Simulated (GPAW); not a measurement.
Crystal: Al.

```
Al
1.0
     0.00000    2.02481    2.02481
     2.02481    0.00000    2.02481
     2.02481    2.02481    0.00000
Al
1
Direct
  0.00000 0.00000 0.00000
```

* Program: GPAW 26.7.0
* Task: relaxation of cell and atoms
* Functional: PBEsol
* Dispersion: D4
* Potentials or basis: PAW data sets generated in the run's folder for this functional
* Cutoff: 600 eV
* Basis: pw
* k mesh: 11 × 11 × 11
* Occupations: fermi-dirac, width 0.05 eV
* Spin: no spin polarisation

At the start: pressure -3.6 GPa; volume 16.60 Å³/atom.

How do energy, volume and symmetry change on relaxing?

Over 3 steps the energy falls by 8.5 meV/atom and the volume is 15.85 Å³/atom (-4.5 %); space group Fm-3m (No. 225, to 0.05 Å).

Step by step:
| step | energy change (eV) | largest force (eV/Å) | pressure (GPa) | volume (Å³) |
| --- | --- | --- | --- | --- |
| 1 | 0.0000 | 0.0000 | -3.61 | 16.60 |
| 2 | -0.0050 | 0.0000 | -2.40 | 16.34 |
| 3 | -0.0085 | 0.0000 | 0.14 | 15.85 |

Final structure:
```
CELL_PARAMETERS angstrom
0.00000 1.99369 1.99369
1.99369 0.00000 1.99369
1.99369 1.99369 0.00000
ATOMIC_POSITIONS crystal
Al 0.00000 0.00000 0.00000
```

The cell as given is a measured one (16.60 Å³/atom); PBEsol+D4 puts the equilibrium volume -4.5 % from it, thermal expansion not counted.

Caveat: later steps reuse the first step's grids; pairwise dispersion overbinds metals, which lowers pressure and volume.
